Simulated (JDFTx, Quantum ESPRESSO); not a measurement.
# GaP: energy against volume and a worked fit

The structure is cubic, space group F-43m (No. 216). Conventional cell: a = 5.451 Å, b = 5.451 Å, c = 5.451 Å, α = 90.00°, β = 90.00°, γ = 90.00°. Around Ga (site symmetry -43m) lie 4 P at 2.36 Å. Around P (site symmetry -43m) lie 4 Ga at 2.36 Å.

The cell was scaled at fixed shape and fractions and run with Quantum ESPRESSO, SG15 PBE 1.2, cutoff 1197 eV; r2SCAN, k mesh 6 × 6 × 6 on the cell of 2 atoms, fermi-dirac occupations of 0.05 eV, no spin polarisation, no spin-orbit coupling. The potentials were made for PBE. Energies are those that the program minimises, any entropy of the smearing included.

| V (Å³/atom) | energy over the lowest row (meV/atom) |
| --- | --- |
| 19.0260 | 13.957 |
| 19.4308 | 4.413 |
| 19.8356 | 0.000 |
| 20.2404 | 0.210 |
| 20.6452 | 4.604 |
| 21.0500 | ? |
| 21.4548 | 24.427 |

Problem. Fit the third-order Birch-Murnaghan form, give V0, B0 and B′, and predict the energy left open.

Solution. With y = (V0/V)^(2/3), E = E0 + (9 V0 B0/16) [(y - 1)³ B′ + (y - 1)² (6 - 4y)]. Least squares through the rows shown give V0 = 20.0170 Å³/atom, E0 = -0.454 meV, B0 = 86.56 GPa (1 eV/Å³ = 160.218 GPa) and B′ = 3.94, with a largest miss of 0.004 meV. At V = 21.0500 the form with these constants gives 12.800 meV; the run gave 12.793 meV an atom. Other set-ups at this level, from all their volumes (Å³/atom, GPa): JDFTx, SG15-PBE-1.2 (made for PBE): V0 19.972, B0 87.26. Measured volume: 20.24 Å³/atom (pmc:10995952, doi:10.1021/acs.cgd.3c01337), so the fit lies -1.1 % from it. Measured modulus: 87.5 GPa (arxiv:1709.06667), so the fit lies -1.1 % from it. The runs are for a static lattice.
